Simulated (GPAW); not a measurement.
A run of GPAW 26.7.0:

run.py

```python
from ase import Atoms
from ase.dft.bandgap import bandgap
from ase.io import write
from ase.units import GPa
from gpaw import GPAW, PW

atoms = Atoms(['Zn', 'Zn', 'S', 'S'],
              cell=[[3.811, 0.0, 0.0],
                    [-1.9055, 3.3004228138, 0.0],
                    [0.0, 0.0, 6.234]],
              scaled_positions=[[0.6666666667, 0.3333333333, 0.5],
                                [0.3333333333, 0.6666666667, 0.0],
                                [0.6666666667, 0.3333333333, 0.885],
                                [0.3333333333, 0.6666666667, 0.385]],
              pbc=True)

calc = GPAW(mode=PW(600),
            xc='PBE',
            kpts={'size': (8, 8, 5), 'gamma': True},
            occupations={'name': 'fermi-dirac', 'width': 0.05},
            nbands=31,
            convergence={'density': 1e-05, 'energy': 1e-05},
            maxiter=150,
            txt='gpaw.txt')
atoms.calc = calc
energy = atoms.get_potential_energy()
forces = atoms.get_forces()
stress = atoms.get_stress()
calc.write('gs.gpw')
write('result.traj', atoms)
print(f'Energy: {energy:.6f} eV')
print('Forces (eV/A):')
print(forces.round(4))
print('Stress (GPa):', (stress / GPa).round(3))
print('Fermi level:', round(calc.get_fermi_level(), 4), 'eV')
print(f'Gap: {bandgap(calc)[0]:.4f} eV, direct: {bandgap(calc, direct=True)[0]:.4f} eV')
```

Potentials or basis: GPAW PAW data sets (gpaw-data 1.2.1), pw.

Launch:

```sh
$ OMP_NUM_THREADS=1 python run.py
```

Hardware: 1 thread of Arm Neoverse V1, with other jobs on the host.

Question: Estimate the wall time of this run.

Answer: Run time: 71 s on 1 thread of Arm Neoverse V1 (shared host), peak memory 0.23 GiB. Counts: scf iterations 10, plane waves 2643, bands 31, k points 40.
